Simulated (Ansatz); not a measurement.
# SnTe (Fm-3m) in Ansatz: band structure with BLYP

Aim: the band structure of SnTe with BLYP.

Program: Ansatz 0.2.0. These are calculated values, not measurements. Logs are shortened: lines on timing, memory, paths and dates and some standing lists are left out, and cuts for length are marked.

**Measured values to compare with.**

A printed reference work, textbook reports, for a bulk crystal of SnTe at 300 K: band gap 0.18 eV (direct).

How close the calculation comes is told below.

## Step 1: Starting point

Symmetry: Fm-3m, No. 225, cubic system. The conventional cell has a = 6.302 Å, b = 6.302 Å, c = 6.302 Å, α = 90.00°, β = 90.00°, γ = 90.00°. Te (site symmetry m-3m) is surrounded by 6 Sn at 3.15 Å. Sn (site symmetry m-3m) is surrounded by 6 Te at 3.15 Å.

## Step 2: Band structure, BLYP

File input.yaml:

```yaml
crystal:
  lattice:
    - [0.0, 3.15085, 3.15085]
    - [3.15085, 0.0, 3.15085]
    - [3.15085, 3.15085, 0.0]
  atoms:
    - { symbol: Te, position: [0.5, 0.5, 0.5] }
    - { symbol: Sn, position: [0.0, 0.0, 0.0] }
kpoints:
  mp_grid: { grid: [7, 7, 7] }
  band_path:
    path:
      - [0.0, 0.0, 0.0]
      - [0.5, 0.0, 0.5]
      - [0.5, 0.25, 0.75]
      - [0.375, 0.375, 0.75]
      - [0.0, 0.0, 0.0]
      - [0.5, 0.5, 0.5]
      - [0.625, 0.25, 0.625]
      - [0.5, 0.25, 0.75]
    npoints: 12
scf:
  occupations: { method: fermi_dirac, width: 0.05 }
hamiltonian:
  xc: blyp
  pseudopotentials: { kind: all_electron, lapw: { basis_error: 0.001 } }
output:
  forces: true
  stress: true
  eigenvalues: true
```

Potentials or basis: all-electron LAPW, scalar-relativistic.

Launch:

```sh
> ansatz run input.yaml --threads 1 --pin off --max-ram 3072MiB --backend cpu --events-out ev --progress --plain --runs-dir out
```

Standard output:

```text
Warning: RAYON_NUM_THREADS=1 ignored (pool sized by the plan → 1); use --threads N
LAPW: plane waves up to 6.976 Å⁻¹, error target 1.0e-3 eV per atom; small_component_spin mean_spin; Sn in spheres of 1.592 Å, 22 of its electrons in bands, Dirac shells []; Te in spheres of 1.559 Å, 24 of its electrons in bands, Dirac shells [] (how accurate: hamiltonian.pseudopotentials.lapw.basis_error, Limitations)
Engine: ansatz 0.2.0, aarch64-unknown-linux-gnu
Pseudopotentials: kind: all_electron
Pseudopotential: Te, LAPW, valence charge 24, lapw/all_electron/scalar/gaussian/Te, Koelling and Harmon's equation, gaussian nucleus
Pseudopotential: Sn, LAPW, valence charge 22, lapw/all_electron/scalar/gaussian/Sn, Koelling and Harmon's equation, gaussian nucleus
Functional definition: BLYP
  parameter beta = 0.0042
  parameter a = 0.04918
  parameter b = 0.132
  parameter c = 0.2533
  parameter d = 0.349
  exchange = b88_x(beta = beta)
  correlation = lyp_c(a = a, b = b, c = c, d = d)
Crystal: 2 atoms, lattice volume = 62.562 Å³
Basis set: ecut = 185.42539410503372 eV, 339 PW (Γ), exchange–correlation at level 2
Bands: 28, of which v1, the nominal top of the filled ones, is band 23 counted from 1 (22 counted from 0)
Symmetry: 48 space group operations
Space group: Fm-3m (ITA 225), of the structure as read, at distance tolerance 4.0e-5 Å
k-points: 20 of 343
Non-local potential: Te, projectors of the file, none
Non-local potential: Sn, projectors of the file, none
Initial density: superposition of atomic densities (chi_scale 0.1, normalization cell, long waves kept (reshape's long-wave potential 0.00 eV rms))
Initial wavefunctions: plane waves of lowest kinetic energy (no species holds an atomic orbital)
Functional: x = b88, c = lyp
iter 1 solved again at ethr=7.37e-4 eV; its pass at ethr=1.00e-1 eV (dr2=3.39e-1 eV) is discarded
SCF iter   1: F=—  HF=-353007.965580 eV  |F-HF|=—  |Δ(HF+E_count)|=         —  Δρ=1.54e-2  dr2=3.39e-1  ethr=7.37e-4  ⟨swp⟩=2.2  Hψ=3571  notcnv=0
preconditioner: auto → none  [insulator: Δε(μ)=0.720 eV  Ē_g=9.698 eV  σ=0.050 eV  W_gap=1.00  n_scr=14 (ndim 8)  ℏωp=14.8 eV  f_vac=0.021  D(μ)=0.00/eV (n_scr^D=0)  ε∞_Penn≈3.3]
iter 2 solved again at ethr=3.32e-5 eV; its pass at ethr=7.37e-4 eV (dr2=1.53e-2 eV) is discarded
SCF iter   2: F=—  HF=-353007.890932 eV  |F-HF|=—  |Δ(HF+E_count)|=   7.46e-2  Δρ=4.47e-3  dr2=1.53e-2  ethr=3.32e-5  ⟨swp⟩=2.0  Hψ=2905  notcnv=0
SCF iter   3: F=—  HF=-353007.884745 eV  |F-HF|=—  |Δ(HF+E_count)|=   6.19e-3  Δρ=2.82e-3  dr2=7.42e-3  ethr=3.32e-5  ⟨swp⟩=2.0  Hψ=1715  notcnv=0
SCF iter   4: F=—  HF=-353007.886386 eV  |F-HF|=—  |Δ(HF+E_count)|=   1.64e-3  Δρ=9.69e-4  dr2=8.35e-4  ethr=1.61e-5  ⟨swp⟩=2.0  Hψ=1668  notcnv=0
SCF iter   5: F=—  HF=-353007.886532 eV  |F-HF|=—  |Δ(HF+E_count)|=   1.46e-4  Δρ=1.56e-4  dr2=1.78e-5  ethr=1.82e-6  ⟨swp⟩=2.0  Hψ=1665  notcnv=0
SCF iter   6: F=—  HF=-353007.886543 eV  |F-HF|=—  |Δ(HF+E_count)|=   1.03e-5  Δρ=2.04e-5  dr2=2.17e-7  ethr=3.88e-8  ⟨swp⟩=2.9  Hψ=1709  notcnv=0
SCF iter   7: F=-353007.886543 eV  HF=-353007.886543 eV  |F-HF|=1.51e-8  |Δ(HF+E_count)|=   4.32e-7  Δρ=3.13e-6  dr2=5.26e-9  ethr=4.72e-10  ⟨swp⟩=3.0  Hψ=1766  notcnv=0
SCF 1 converged in 7 iterations: F = -353007.886543 eV  dr2 = 5.26e-9
NSCF: frozen V_eff on 85 k-points
SCF converged after 7 iterations
Free energy (F): -353007.886543 eV
Harris-Foulkes:  -353007.886543 eV  (|F-HF|=1.51e-8)
Internal energy: -353007.886479 eV  (E = F + TS)
E sigma→0 (E₀):  -353007.886511 eV
Entropy (-TS):   -0.000064 eV (-0.032 meV/atom)
Fermi energy:    12.563599 eV
--- Per-component energies (eV) ---
  E_band       = -1819.156074
  E_kinetic    = 372100.545130
  E_xc         = -9323.125599
  E_electrostatic = -715785.306010  (all electrons and nuclei)
  E_smearing   = -0.000064  (= −TS)
  E_closure    = 0.000000  (closes the sum)
  E_atoms      = -353001.767563  (free atoms, spherical and without spin; not in F)
  Σ components = -353007.886543   (vs F -353007.886543, Δ=0.00e0)
  Basis errors (estimates in eV, not in F): energy 4.5e-4 per atom: plane waves 4.4e-4 (2.4e-4 summed), levels above the bands 1.9e-45, relativity 9.8e-8, radial functions 1.2e-5, core shells 6.1e-10; eigenvalues (radial functions only) 2.4e-6; not estimated: angular momenta, meshes, grids; target (lapw.basis_error) 1.0e-3; muffin-tin radii Sn 1.592 Å, Te 1.559 Å
--- Forces (eV/Å), atoms counted from 1 ---
  atom   1  Te     0.00000000    -0.00000000    -0.00000000
  atom   2  Sn    -0.00000000    -0.00000000    -0.00000000
  max |Σ_I F_I| component: 3.62e-31 eV/Å
--- Stress (GPa, compression-positive) ---
        6.087970       0.000000      -0.000000
        0.000000       6.087970      -0.000000
       -0.000000      -0.000000       6.087970
  P = ⅓ Tr σ = 6.0880 GPa (60.880 kbar)
--- Band table (eV; the first three rows and the last of 20) ---
  k-point 0: bands = ["-146.9908", "-117.3999", "-97.0467", "-97.0467", "-97.0467", "-73.1884", "-73.1884", "-73.1884", "-24.4558", "-24.4558", "-24.4497", "-24.4497", "-24.4497", "-9.4732", "-9.4732", "-9.4656", "-9.4656", "-9.4656", "-0.3546", "7.5967", "10.3163", "10.3163", "10.3163", "15.7510", "15.7510", "15.7510", "17.5013", "17.5013"]
  k-point 1: bands = ["-146.9908", "-117.3999", "-97.0467", "-97.0467", "-97.0467", "-73.1884", "-73.1884", "-73.1884", "-24.4557", "-24.4557", "-24.4496", "-24.4495", "-24.4495", "-9.4742", "-9.4742", "-9.4653", "-9.4645", "-9.4645", "-0.1864", "6.7676", "10.3530", "10.3530", "10.8912", "14.9648", "14.9648", "15.0253", "17.4840", "17.9085"]
  k-point 2: bands = ["-146.9908", "-117.3999", "-97.0467", "-97.0467", "-97.0467", "-73.1884", "-73.1884", "-73.1884", "-24.4556", "-24.4556", "-24.4495", "-24.4493", "-24.4493", "-9.4767", "-9.4767", "-9.4647", "-9.4618", "-9.4618", "0.2732", "5.3493", "10.4784", "10.4784", "11.6519", "13.7667", "13.7667", "13.8673", "18.1746", "19.0404"]
  k-point 19: bands = ["-146.9908", "-117.3999", "-97.0467", "-97.0467", "-97.0467", "-73.1884", "-73.1884", "-73.1884", "-24.4559", "-24.4553", "-24.4494", "-24.4490", "-24.4485", "-9.4855", "-9.4742", "-9.4637", "-9.4608", "-9.4558", "1.2373", "4.8907", "7.6200", "8.3121", "11.2268", "13.6492", "16.6929", "17.5775", "17.8584", "19.0641"]
```

bands.tsv:

```text
# k_distance	band_0	band_1	band_2	band_3	band_4	band_5	band_6	band_7	band_8	band_9	band_10	band_11	band_12	band_13	band_14	band_15	band_16	band_17	band_18	band_19	band_20	band_21	band_22	band_23	band_24	band_25	band_26	band_27
# fermi_ev = 12.563599
[... 95 lines left out ...]
4.702844	-159.554431	-129.963523	-109.610254	-109.610254	-109.610253	-85.751987	-85.751986	-85.751983	-37.019512	-37.018915	-37.012862	-37.012759	-37.012028	-22.049402	-22.037629	-22.026483	-22.025568	-22.018802	-11.294524	-7.569803	-4.879980	-4.763023	-0.982227	0.781235	4.576365	4.819531	5.845773	6.120178
4.732220	-159.554431	-129.963523	-109.610254	-109.610254	-109.610253	-85.751987	-85.751987	-85.751983	-37.019511	-37.018915	-37.012811	-37.012811	-37.012027	-22.049382	-22.037653	-22.026030	-22.026030	-22.018789	-11.293307	-7.569312	-4.827156	-4.827156	-0.952541	0.750516	4.701881	4.701881	5.982639	5.982639
```

Wall time 13 s (1 thread of Arm Neoverse V1, shared host); peak memory 0.27 GiB.

Results:

```
Free energy             : -353007.8865 eV
Pressure                : 6.1 GPa
Band gap along the path : 0.07 eV, direct
```

Levels at the corners of the path, in eV from the Fermi level:
```
point  band 21  band 22  band 23  band 24  band 25  band 26
    Γ    -2.25    -2.25    -2.25     3.19     3.19     3.19
    X    -5.56    -3.79    -3.79     2.44     4.72     4.72
    W    -4.83    -4.83    -0.95     0.75     4.70     4.70
    K    -5.17    -3.30    -2.79     2.88     3.04     4.31
    Γ    -2.25    -2.25    -2.25     3.19     3.19     3.19
    L    -1.88    -1.88    -0.04     0.03     0.29     0.29
    U    -5.17    -3.30    -2.79     2.88     3.04     4.31
    W    -4.83    -4.83    -0.95     0.75     4.70     4.70
```

Caveat: this odd mesh misses L, where the gap lies, so gap, dielectric constants and Born charges aren't listed; spin-orbit coupling is left out, which moves the levels of the heavy elements.

## Step 3: How close it comes

Step 2. Measured gap of SnTe: 0.18 eV (direct; 300 K; a printed reference work, textbook). This calculation gives 0.07 eV (-0.11 eV). Spin-orbit coupling on Sn, Te is left out. The value is that of BLYP, without temperature or zero-point motion. Semilocal functionals fall short of measured gaps as a rule.
